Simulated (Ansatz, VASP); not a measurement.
## Si5Ge in VASP and in Ansatz

```xyz
12
Lattice="3.8986 0.0000 0.0000 -1.9493 3.3763 0.0000 0.0000 0.0000 19.0922" Properties=species:S:1:pos:R:3 pbc="T T T"
Si    0.0000    2.2509   14.6570
Si    1.9493    1.1254   13.8792
Si    0.0000    0.0000   10.7310
Si    1.9493    1.1254   11.5091
Si    0.0000    0.0000    8.3612
Si    0.0000    2.2509    7.5831
Si    1.9493    1.1254    4.4352
Si    0.0000    2.2509    5.2130
Si    1.9493    1.1254    2.0704
Si    0.0000    2.2509   17.0219
Ge    0.0000    0.0000    1.2421
Ge    0.0000    0.0000   17.8501
```

Alike in both runs: task single point; functional PBE; k mesh 6 × 6 × 1; occupations gaussian, width 0.1 eV; no spin polarisation.

|  | VASP | Ansatz |
| --- | --- | --- |
| version | VASP 6.6.1 | Ansatz 0.2.0 |
| potentials or method | VASP PAW PBE potentials, release 64 (Si, Ge_d) | scalar-relativistic, plane waves, PAW |
| plane-wave cutoff (eV) | 520 | 420 |
| valence electrons in the cell | 68 | 68 |

```csv
,VASP,Ansatz,Ansatz less VASP
gap on the k mesh at the Fermi level (eV),0.62,0.62,-0.002
least direct gap on the mesh (eV),1.15,1.15,-0.004
pressure (GPa),-0.1,0.0,+0.08
largest component of the traceless stress (GPa),0.24,0.25,+0.010
rms of the force components (eV/Å),0.004,0.003,-0.0014
```

Atom by atom the forces differ by 0.002 eV/Å (rms over components).

Caveats: an odd mesh through Γ misses points on the zone boundary, where band edges often lie.
